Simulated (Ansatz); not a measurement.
BP in Ansatz: the effect of functional

Crystal: BP.

```
CELL_PARAMETERS angstrom
0.00000 2.26900 2.26900
2.26900 0.00000 2.26900
2.26900 2.26900 0.00000
ATOMIC_POSITIONS crystal
P 0.75000 0.75000 0.75000
B 0.00000 0.00000 0.00000
```

Alike in all runs:

| Property | Result |
| --- | --- |
| Program | Ansatz 0.2.0 |
| Task | band structure |
| Potentials or basis | Ansatz PAW |
| k mesh | 10 × 10 × 10 |
| Occupations | fermi-dirac, width 0.05 eV |
| Spin | no spin polarisation |

Question: One run gave: gap on the mesh 1.13 eV; pressure -2.0 GPa. Which functional did it use?
A. revPBE
B. BLYP
C. RPBE
D. PBEsol
E. r2SCAN

Answer: D.

| functional | cutoff | gap on the mesh (eV) | pressure (GPa) |
| --- | --- | --- | --- |
| LDA | 420 eV (not typed: the program's choice for these potentials) | 1.19 | -5.2 |
| PBEsol | 420 eV (not typed: the program's choice for these potentials) | 1.13 | -2.0 |
| RPBE | 420 eV (not typed: the program's choice for these potentials) | 1.27 | 4.0 |
| revPBE | 420 eV (not typed: the program's choice for these potentials) | 1.26 | 3.3 |
| BLYP | 420 eV (not typed: the program's choice for these potentials) | 1.51 | 6.0 |
| r2SCAN | 500 eV (not typed: the program's choice for these potentials) | 1.42 | -0.2 |

Caveats: the PAW data sets come from PBE, with cores solved anew for the run's functional, which leaves a small shift of forces and pressure.

Runs at the PBE level aren't shown here.
